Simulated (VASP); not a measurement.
A run of VASP 6.6.1 is set up as follows.

File INCAR:

```
PREC = Accurate
ENCUT = 500
EDIFF = 1E-6
ISMEAR = -1
SIGMA = 0.05
LREAL = False
LASPH = True
NELM = 80
ALGO = Fast
ISIF = 2
LWAVE = False
LCHARG = False
LMAXMIX = 4
GGA = PE
```

The input KPOINTS:

```
regular mesh
0
Gamma
  7 7 7
```

POSCAR

```
Cu3Au
1.0
    3.7400000000      0.0000000000      0.0000000000
    0.0000000000      3.7400000000      0.0000000000
    0.0000000000      0.0000000000      3.7400000000
Au Cu
1 3
Direct
    0.0000000000      0.0000000000      0.0000000000
    0.5000000000      0.5000000000      0.0000000000
    0.5000000000      0.0000000000      0.5000000000
    0.0000000000      0.5000000000      0.5000000000
```

The input KPOINTS_OPT:

```
path GXMGRX,MR
20
line-mode
reciprocal
 0.0000000000  0.0000000000  0.0000000000  G
 0.0000000000  0.5000000000  0.0000000000  X

 0.0000000000  0.5000000000  0.0000000000  X
 0.5000000000  0.5000000000  0.0000000000  M

 0.5000000000  0.5000000000  0.0000000000  M
 0.0000000000  0.0000000000  0.0000000000  G

 0.0000000000  0.0000000000  0.0000000000  G
 0.5000000000  0.5000000000  0.5000000000  R

 0.5000000000  0.5000000000  0.5000000000  R
 0.0000000000  0.5000000000  0.0000000000  X

 0.5000000000  0.5000000000  0.0000000000  M
 0.5000000000  0.5000000000  0.5000000000  R
```

Potentials or basis: VASP PAW PBE potentials, release 64 (Au, Cu).

The run is started by

```sh
$ cat potpaw_PBE.64/Au/POTCAR potpaw_PBE.64/Cu/POTCAR > POTCAR
$ mpirun -np 1 vasp_std > vasp.out
```

What does it give for the band gap along the path?

None (metal or under the smearing width).

What does it give for the pressure?

5.2 GPa.

Levels at the corners of the path, in eV from the Fermi level:
```
point  band 18  band 19  band 20  band 21  band 22  band 23  band 24  band 25  band 26
    Γ    -1.48    -1.33    -1.33    -1.33     1.32     1.32     1.32     6.08     7.66
    X    -2.19    -1.95    -1.88    -1.48    -1.33     5.88     5.88     6.66     6.66
    X    -2.19    -1.95    -1.88    -1.48    -1.33     5.88     5.88     6.66     6.66
    M    -2.26    -2.18    -2.10    -0.46    -0.46    -0.35     0.41     8.66     9.59
    M    -2.26    -2.18    -2.10    -0.46    -0.46    -0.35     0.41     8.66     9.59
    Γ    -1.48    -1.33    -1.33    -1.33     1.32     1.32     1.32     6.08     7.66
    Γ    -1.48    -1.33    -1.33    -1.33     1.32     1.32     1.32     6.08     7.66
    R    -1.55    -1.55    -1.55    -1.03    -1.00    -1.00    -1.00     2.55     4.24
    R    -1.55    -1.55    -1.55    -1.03    -1.00    -1.00    -1.00     2.55     4.24
    X    -2.19    -1.95    -1.88    -1.48    -1.33     5.88     5.88     6.66     6.66
    M    -2.26    -2.18    -2.10    -0.46    -0.46    -0.35     0.41     8.66     9.59
    R    -1.55    -1.55    -1.55    -1.03    -1.00    -1.00    -1.00     2.55     4.24
```

Caveat: spin-orbit coupling is left out, which moves the levels of the heavy elements.
